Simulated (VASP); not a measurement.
# KF (Fm-3m) in VASP: further runs

One crystal, KF, is run at these levels: PBEsol; tasks: single point, relaxation of cell and atoms.

All numbers are computed with VASP 6.6.1; they aren't measurements. Logs are shortened: lines on timing, memory, paths and dates and some standing lists are left out, and cuts for length are marked.

**1. Starting point**

It takes space group Fm-3m (No. 225, cubic). Conventional cell: a = 5.309 Å, b = 5.309 Å, c = 5.309 Å, α = 90.00°, β = 90.00°, γ = 90.00°. K (site symmetry m-3m) is surrounded by 6 F at 2.65 Å. Around F (site symmetry m-3m) lie 6 K at 2.65 Å.

**2. Single point, PBEsol**

The input, INCAR:

```
ALGO = Normal
EDIFF = 1E-6
ENCUT = 520
GGA = PS
ISIF = 2
ISMEAR = 0
LASPH = True
LCHARG = False
LREAL = False
LWAVE = False
NBANDS = 15
NELM = 100
PREC = Accurate
SIGMA = 0.02
```

The input, KPOINTS:

```
k-points
0
Gamma
  8 8 8
```

The input, POSCAR:

```
KF
1.0
    0.0000000000      2.6542779533      2.6542779533
    2.6542779533      0.0000000000      2.6542779533
    2.6542779533      2.6542779533      0.0000000000
K F
1 1
Direct
    0.0000000000      0.0000000000      0.0000000000
    0.5000000000      0.5000000000      0.5000000000
```

Potentials or basis: VASP PAW PBE potentials, release 64 (K_sv, F).

The run is started by

```sh
> cat potpaw_PBE.64/K_sv/POTCAR potpaw_PBE.64/F/POTCAR > POTCAR
> mpirun -np 1 vasp_std > vasp.out
```

OUTCAR:

```text
EDIFF = 1E-6
   ENCUT = 520
   GGA = PS
   ISIF = 2
   ISMEAR = 0
   LASPH = True
   LREAL = False
   NELM = 100
   PREC = Accurate

 ion  position               nearest neighbor table
   1  0.000  0.000  0.000-   2 2.65   2 2.65   2 2.65   2 2.65   2 2.65   2 2.65
   2  0.500  0.500  0.500-   1 2.65   1 2.65   1 2.65   1 2.65   1 2.65   1 2.65

  LATTYP: Found a face centered cubic cell.
 ALAT       =     5.3085559066

  Lattice vectors:

 A1 = (   0.0000000000,   2.6542779533,   2.6542779533)
 A2 = (   2.6542779533,   0.0000000000,   2.6542779533)
 A3 = (   2.6542779533,   2.6542779533,   0.0000000000)

Analysis of symmetry for initial positions (statically):
=====================================================================
 Subroutine PRICEL returns:
 Original cell was already a primitive cell.

 Routine SETGRP: Setting up the symmetry group for a
 face centered cubic supercell.

 Subroutine GETGRP returns: Found 48 space group operations
 (whereof 48 operations were pure point group operations)
 out of a pool of 48 trial point group operations.

The static configuration has the point symmetry O_h .

Analysis of symmetry for dynamics (positions and initial velocities):
=====================================================================
 Subroutine PRICEL returns:
 Original cell was already a primitive cell.

 Routine SETGRP: Setting up the symmetry group for a
 face centered cubic supercell.

 Subroutine GETGRP returns: Found 48 space group operations
 (whereof 48 operations were pure point group operations)
 out of a pool of 48 trial point group operations.

The dynamic configuration has the point symmetry O_h .

 Subroutine INISYM returns: Found 48 space group operations
 (whereof 48 operations are pure point group operations),
 and found     1 'primitive' translations

----------------------------------------------------------------------------------------

                                     Primitive cell

  volume of cell :      37.3998

  direct lattice vectors                    reciprocal lattice vectors
     0.000000000  2.654277953  2.654277953    -0.188375147  0.188375147  0.188375147
     2.654277953  0.000000000  2.654277953     0.188375147 -0.188375147  0.188375147
     2.654277953  2.654277953  0.000000000     0.188375147  0.188375147 -0.188375147

  length of vectors
     3.753715880  3.753715880  3.753715880     0.326275326  0.326275326  0.326275326

  position of ions in fractional coordinates (direct lattice)
     0.000000000  0.000000000  0.000000000
     0.500000000  0.500000000  0.500000000

  ion indices of the primitive-cell ions
   primitive index   ion index
                 1           1
                 2           2

----------------------------------------------------------------------------------------

 KPOINTS: k-points

Automatic generation of k-mesh.
 Grid dimensions read from file:
 generate k-points for:    8    8    8

 Generating k-lattice:

  Cartesian coordinates                     Fractional coordinates (reciprocal lattice)
    -0.023546893  0.023546893  0.023546893     0.125000000  0.000000000  0.000000000
     0.023546893 -0.023546893  0.023546893     0.000000000  0.125000000  0.000000000
     0.023546893  0.023546893 -0.023546893     0.000000000  0.000000000  0.125000000

  Length of vectors
     0.040784416  0.040784416  0.040784416

  Shift w.r.t. Gamma in fractional coordinates (k-lattice)
     0.000000000  0.000000000  0.000000000

 Subroutine IBZKPT returns following result:
 ===========================================

 Found     29 irreducible k-points:

 Following reciprocal coordinates:
            Coordinates               Weight
  0.000000  0.000000  0.000000      1.000000
  0.125000  0.000000  0.000000      8.000000
  0.250000  0.000000  0.000000      8.000000
  0.375000  0.000000  0.000000      8.000000
  0.500000  0.000000  0.000000      4.000000
  0.125000  0.125000  0.000000      6.000000
[... 16 lines left out ...]
  0.500000  0.250000  0.125000     48.000000
 -0.375000  0.250000  0.125000     24.000000
 [... further k-points ...]
   k-points           NKPTS =     29   k-points in BZ     NKDIM =     29   number of bands    NBANDS=     15
   number of dos      NEDOS =    301   number of ions     NIONS =      2
   total plane-waves  NPLWV =  21952
   dimension x,y,z NGX =    28 NGY =   28 NGZ =   28
   dimension x,y,z NGXF=    56 NGYF=   56 NGZF=   56
   ions per type =               1   1
   NGX,Y,Z   is equivalent  to a cutoff of  12.40, 12.40, 12.40 a.u.
   NGXF,Y,Z  is equivalent  to a cutoff of  24.80, 24.80, 24.80 a.u.
 SYSTEM =  unknown system
   PREC   = accura    normal or accurate (medium, high low for compatibility)
   ISTART =      0    job   : 0-new  1-cont  2-samecut
   ICHARG =      2    charge: 1-file 2-atom 10-const
   ISPIN  =      1    spin polarized calculation?
   LNONCOLLINEAR =      F non collinear calculations
   LSORBIT =      F    spin-orbit coupling
   LASPH  =      T    aspherical Exc in radial PAW
   ENCUT  =  520.0 eV  38.22 Ry    6.18 a.u.   6.98  6.98  6.98*2*pi/ulx,y,z
   NELM   =    100;   NELMIN=  2; NELMDL= -5     # of ELM steps
   EDIFF  = 0.1E-05   stopping-criterion for ELM
   LREAL  =      F    real-space projection
   EDIFFG = 0.1E-04   stopping-criterion for IOM
   NSW    =      0    number of steps for IOM
   IBRION =     -1    ionic relax: 0-MD 1-quasi-New 2-CG
   NFREE  =      0    steps in history (QN), initial steepest desc. (CG)
   ISIF   =      2    stress and relaxation
   ISYM   =      2    0-nonsym 1-usesym 2-fastsym
   POTIM  = 0.5000    time-step for ionic-motion
   TEBEG  =    0.0;   TEEND  =   0.0 temperature during run
   PSTRESS=    0.0 pullay stress
   NELECT =      16.0000    total number of electrons
   NUPDOWN=      -1.0000    fix difference up-down
   EMIN   =  10.00;   EMAX   =-10.00  energy-range for DOS
   EFERMI =   0.00;   METHOD = LEGACY
   ISMEAR =     0;   SIGMA  =   0.02  broadening in eV -4-tet -1-fermi 0-gaus
   EFERMI_NEDOS =   21; number of points for ismear=-14 and -15
   IALGO  =     38    algorithm
   IMIX   =      4    mixing-type and parameters
     AMIX     =   0.40;   BMIX     =  1.00
     AMIX_MAG =   1.60;   BMIX_MAG =  1.00
  volume/ion in A,a.u.               =      18.70       126.19
  Fermi-wavevector in a.u.,A,eV,Ry     =   1.233555  2.331080 20.703404  1.521657
  Thomas-Fermi vector in A             =   2.368280
   LORBIT       =      0    0 simple, 1 ext, 2 COOP (PROOUT), +10 PAW based schemes
   GGA     = PS    functional components
   LHFCALC =     F    Hartree Fock is set to
   AEXX    =    0.0000 exact exchange contribution
   IVDW    =     0    specifies the selected vdW correction
   LEPSILON=     F    determine dielectric tensor
   LRPA    =     F    only Hartree local field effects (RPA)
 non-spin polarized calculation
 Gauss-broadening in eV      SIGMA  =   0.02
  energy-cutoff  :      520.00
  volume of cell :       37.40
 maximum number of plane-waves:      1036
   NGX = 13   NGY = 13   NGZ = 13

 number of electron      16.0000012 magnetization

 Free energy of the ion-electron system (eV)
  ---------------------------------------------------
  ext. energy  EPLUGINS =         0.00000000
  ---------------------------------------------------
  free energy    TOTEN  =        -8.52010407 eV

  energy without entropy =       -8.52010407  energy(sigma->0) =       -8.52010407

 E-fermi :  -2.6950     XC(G=0):  -8.7049

 val. band max:       -2.8559471875   @ k =   0.0000   0.0000   0.0000
 cond. band min:       3.2729896081   @ k =   0.0000   0.0000   0.0000
 fundamental gap:      6.1289367956
 Fermi energy:        -2.6949806927

 k-point     1 :       0.0000    0.0000    0.0000
  band No.  band energies     occupation
      1     -28.7661      2.00000
      2     -21.3947      2.00000
      3     -12.0623      2.00000
      4     -12.0623      2.00000
      5     -12.0623      2.00000
      6      -2.8560      2.00000
      7      -2.8559      2.00000
      8      -2.8559      2.00000
      9       3.2730      0.00000
     10       7.8309      0.00000
     11       7.8309      0.00000
     12       7.8309      0.00000
     13       9.5330      0.00000
     14       9.5330      0.00000
     15      13.9846      0.00000

 k-point     2 :       0.1250    0.0000    0.0000
  band No.  band energies     occupation
      1     -28.7505      2.00000
      2     -21.4098      2.00000
      3     -12.1060      2.00000
      4     -12.0680      2.00000
      5     -12.0680      2.00000
      6      -3.0047      2.00000
      7      -2.9126      2.00000
      8      -2.9126      2.00000
      9       3.7174      0.00000
     10       7.5674      0.00000
     11       8.0481      0.00000
     12       8.0481      0.00000
     13       9.6857      0.00000
     14       9.6857      0.00000
     15      14.7719      0.00000

 k-point     3 :       0.2500    0.0000    0.0000
  band No.  band energies     occupation
      1     -28.7125      2.00000
      2     -21.4457      2.00000
      3     -12.2102      2.00000
      4     -12.0817      2.00000
      5     -12.0817      2.00000
      6      -3.3186      2.00000
      7      -3.0462      2.00000
      8      -3.0462      2.00000
      9       4.8174      0.00000
     10       7.2110      0.00000
     11       8.5875      0.00000
     12       8.5875      0.00000
     13      10.1569      0.00000
     14      10.1569      0.00000
     15      15.8933      0.00000
[... 343 lines left out ...]
 k-point    23 :       0.5000    0.2500    0.1250
  band No.  band energies     occupation
      1     -28.6570      2.00000
      2     -21.4658      2.00000
      3     -12.3616      2.00000
      4     -12.2813      2.00000
      5     -12.1317      2.00000
      6      -3.4465      2.00000
      7      -3.1732      2.00000
      8      -3.0188      2.00000
      9       6.3469      0.00000
     10       6.7699      0.00000
     11       8.9517      0.00000
     12       9.7928      0.00000
     13      10.7496      0.00000
     14      11.7486      0.00000
     15      13.4960      0.00000

 k-point    24 :      -0.3750    0.2500    0.1250
  band No.  band energies     occupation
      1     -28.6448      2.00000
      2     -21.4719      2.00000
      3     -12.4099      2.00000
      4     -12.2997      2.00000
      5     -12.1397      2.00000
      6      -3.4533      2.00000
      7      -3.1495      2.00000
      8      -3.1212      2.00000
      9       6.5205      0.00000
     10       7.2174      0.00000
     11       8.8862      0.00000
     12       9.9517      0.00000
     13      11.2476      0.00000
     14      12.3069      0.00000
     15      12.5636      0.00000

 [... further k-points ...]

------------------------ aborting loop because EDIFF is reached ----------------------------------------

  FORCE on cell =-STRESS in cart. coord.  units (eV):
  Direction    XX          YY          ZZ          XY          YZ          ZX
  --------------------------------------------------------------------------------------
  -------------------------------------------------------------------------------------
  Total        0.0045741      0.0045741      0.0045741     -0.0000000      0.0000000     -0.0000000
  in kB        0.1959502      0.1959502      0.1959502     -0.0000000      0.0000000     -0.0000000
  external PRESSURE =       0.1959502 kB  Pullay stress =       0.0000000 kB

 VOLUME and BASIS-vectors are now :
 -----------------------------------------------------------------------------
  energy-cutoff  :      520.00
  volume of cell :       37.40
      direct lattice vectors                 reciprocal lattice vectors
     0.000000000  2.654277953  2.654277953    -0.188375147  0.188375147  0.188375147
     2.654277953  0.000000000  2.654277953     0.188375147 -0.188375147  0.188375147
     2.654277953  2.654277953  0.000000000     0.188375147  0.188375147 -0.188375147

 POSITION                                       TOTAL-FORCE (eV/Angst)
 -----------------------------------------------------------------------------------
      0.00000      0.00000      0.00000         0.000000      0.000000     -0.000000
      2.65428      2.65428      2.65428        -0.000000     -0.000000      0.000000
 -----------------------------------------------------------------------------------
    total drift:                                0.000000      0.000000      0.000000

  FREE ENERGIE OF THE ION-ELECTRON SYSTEM (eV)
  ---------------------------------------------------
  free  energy   TOTEN  =        -8.5201040700 eV

  energy  without entropy=       -8.5201040700  energy(sigma->0) =       -8.52010407
```

Run time: 9.5 s. Hardware: 1 thread of Intel Xeon Platinum 8488C (Sapphire Rapids), shared host; peak memory 0.16 GiB.

Results:

```
Free energy            : -8.5201 eV
Pressure               : 0.0 GPa
Band gap on the k mesh : 6.13 eV, direct
```

Levels at points of the mesh, in eV from the valence-band top:
```tsv
k point	band 4	band 5	band 6	band 7	band 8	band 9	band 10	band 11	band 12	band 13
(0.00, 0.00, 0.00)	-9.21	-9.21	0.00	0.00	0.00	6.13	10.69	10.69	10.69	12.39
(0.50, 0.00, 0.00)	-9.24	-9.24	-0.84	-0.37	-0.37	9.05	10.60	12.14	12.14	14.45
(0.50, 0.50, 0.00)	-9.44	-9.44	-0.20	-0.05	-0.05	8.11	10.34	11.81	13.71	14.39
```

Caveat: the PAW data sets were made with another functional, which shifts forces and pressure a little. A k mesh can miss the band edges.

**3. Relaxation of cell and atoms, PBEsol**

This run uses another cell than the first one, of 19.11 Å³/atom, 1.022 times its volume.

The input, INCAR:

```
PREC = Accurate
ENCUT = 600
EDIFF = 1E-7
ISMEAR = 0
SIGMA = 0.02
LREAL = False
LASPH = True
NELM = 100
ALGO = Normal
ISIF = 3
LWAVE = False
LCHARG = False
GGA = PS
IBRION = 2
NSW = 100
EDIFFG = -0.005
```

The input, KPOINTS:

```
Automatic mesh
0
Gamma
  8 8 8
```

The input, POSCAR:

```
KF
1.0
    0.0000000000      2.6735000000      2.6735000000
    2.6735000000      0.0000000000      2.6735000000
    2.6735000000      2.6735000000      0.0000000000
K F
1 1
Direct
    0.0000000000      0.0000000000      0.0000000000
    0.5000000000      0.5000000000      0.5000000000
```

Potentials or basis: VASP PAW PBE potentials, release 64 (K_sv, F).

The run is started by

```sh
> cat potpaw_PBE.64/K_sv/POTCAR potpaw_PBE.64/F/POTCAR > POTCAR
> mpirun -np 1 vasp_std > vasp.out
```

Run time: 26 s. Hardware: 1 thread of Intel Xeon Platinum 8488C (Sapphire Rapids), shared host; peak memory 0.18 GiB.

The run converged. Its results:

- Free energy: -8.5228 eV
- Relaxed volume: 18.70 Å³/atom
- Relaxed cell: a = 3.754 Å, b = 3.754 Å, c = 3.754 Å, α = 60.00°, β = 60.00°, γ = 60.00°
- Space group after relaxing (to 0.05 Å): Fm-3m (No. 225)
- Energy gained by relaxing: 0.9 meV/atom
- Ionic steps: 3
- Pressure after relaxing: 0.0 GPa
- Band gap on the k mesh: 6.13 eV, direct

The path:
| step | energy change (eV) | largest force (eV/Å) | pressure (GPa) | volume (Å³) |
| --- | --- | --- | --- | --- |
| 1 | 0.0000 | 0.0000 | -0.69 | 38.22 |
| 2 | -0.0014 | 0.0000 | -0.32 | 37.76 |
| 3 | -0.0018 | 0.0000 | -0.01 | 37.40 |

Final structure:
```
K F
1.0
     0.00000    2.65422    2.65422
     2.65422    0.00000    2.65422
     2.65422    2.65422    0.00000
K F
1 1
Direct
  0.00000 0.00000 0.00000
  0.50000 0.50000 0.50000
```

Levels at points of the mesh, in eV from the valence-band top:
```tsv
k point	band 4	band 5	band 6	band 7	band 8	band 9	band 10	band 11	band 12
(0.00, 0.00, 0.00)	-9.20	-9.20	0.00	0.00	0.00	6.13	10.69	10.69	10.69
(0.50, 0.00, 0.00)	-9.24	-9.24	-0.84	-0.37	-0.37	9.05	10.61	12.14	12.14
(0.50, 0.50, 0.00)	-9.44	-9.44	-0.20	-0.05	-0.05	8.11	10.35	11.82	13.71
```

Caveat: the PAW data sets were made with another functional, which shifts forces and pressure a little. A k mesh can miss the band edges.

**4. Single point, PBEsol (cell and atoms relaxed tightly for response)**

The input, INCAR:

```
PREC     = Accurate       # precision mode
ENCUT    = 520            # plane-wave cutoff, eV
EDIFF    = 1E-7           # SCF threshold, eV
ISMEAR   = 0              # smearing method
SIGMA    = 0.01           # smearing width, eV
LREAL    = False          # projectors in reciprocal space
LASPH    = True           # aspherical terms in the spheres
NELM     = 100            # most SCF steps
ALGO     = Normal         # electronic algorithm
ISIF     = 2              # what is computed and relaxed
LWAVE    = False          # write WAVECAR
LCHARG   = False          # write CHGCAR
GGA      = PS             # functional
NBANDS   = 15             # bands
```

KPOINTS is that of step 3.

The input, POSCAR:

```
KF
1.0
    0.0000000000      2.6532659342      2.6532659342
    2.6532659342      0.0000000000      2.6532659342
    2.6532659342      2.6532659342      0.0000000000
K F
1 1
Direct
    0.0000000000      0.0000000000      0.0000000000
    0.5000000000      0.5000000000      0.5000000000
```

The run is started by

```sh
> cat potpaw_PBE.64/K_sv/POTCAR potpaw_PBE.64/F/POTCAR > POTCAR
> mpirun -np 1 vasp_std > vasp.out
```

It took 10 s on 1 thread of Intel Xeon Platinum 8488C (Sapphire Rapids), shared host; peak memory 0.16 GiB.

It converged, with:

```yaml
Free_energy: -8.5201 eV
Pressure: 0.1 GPa
Band_gap_on_the_k_mesh: 6.13 eV, direct
```

Levels at points of the mesh, in eV from the valence-band top:
```tsv
k point	band 4	band 5	band 6	band 7	band 8	band 9	band 10	band 11	band 12	band 13
(0.00, 0.00, 0.00)	-9.20	-9.20	0.00	0.00	0.00	6.13	10.69	10.69	10.69	12.39
(0.50, 0.00, 0.00)	-9.24	-9.24	-0.84	-0.37	-0.37	9.06	10.61	12.15	12.15	14.46
(0.50, 0.50, 0.00)	-9.43	-9.43	-0.20	-0.05	-0.05	8.11	10.35	11.82	13.71	14.40
```

Caveat: the PAW data sets were made with another functional, which shifts forces and pressure a little. A k mesh can miss the band edges.

**5. Summary**

```tsv
task	cell	cutoff (eV)	smearing	gap on the mesh (eV)	pressure (GPa)
single point	Fm-3m, 18.7 Å³/atom	520	gaussian 0.02 eV	6.13	0.0
relaxation of cell and atoms	relaxed	600	gaussian 0.02 eV	6.13	0.0
single point	cell and atoms relaxed tightly for response	520	gaussian 0.01 eV	6.13	0.1
```

Alike in all rows: level PBEsol; potentials or basis VASP PAW PBE potentials, release 64 (K_sv, F); no spin polarisation; k mesh 8 × 8 × 8.

Caveats: the PAW data sets were made with another functional, which shifts forces and pressure a little.

Total energies depend on the potentials used, so only differences within one code and one set of settings carry meaning.
